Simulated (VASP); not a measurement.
Input:

```
CELL_PARAMETERS angstrom
      0.00000     3.08772     3.08772
      3.08772     0.00000     3.08772
      3.08772     3.08772     0.00000
ATOMIC_POSITIONS crystal
  Zn 0.00000 0.00000 0.00000
  Te 0.25000 0.25000 0.25000
```

Method: PBE GGA, VASP's PBE PAW potentials (set 64) (plane waves; VASP 6.6.1). Run with 480 eV cut-off, 8×8×8 Γ-centred mesh, Gaussian smearing of 0.050 eV, potentials Zn Te.

Energy and stress use the plane-wave basis of the starting cell.

Problem. The ions, cell shape and volume at an external pressure of 5.0 GPa are relaxed. Which structure does the run end with?

Solution. 
```
CELL_PARAMETERS angstrom
      0.00000     2.99721     2.99721
      2.99721     0.00000     2.99721
      2.99721     2.99721     0.00000
ATOMIC_POSITIONS crystal
  Zn 0.00000 0.00000 0.00000
  Te 0.25000 0.25000 0.25000
```
Space group F-43m (216), at a tolerance of 0.03 Å.

Problem. How do energy and volume change from the first to the last step?

Solution. The energy (σ→0) changes by +37.3 meV/atom and the volume by -8.5 %, in 3 ionic steps.

The compound is ZnTe in the zinc blende structure. This run relaxes it under an external pressure of 5 GPa. Symmetry was kept, so distortions that lower it aren't found.
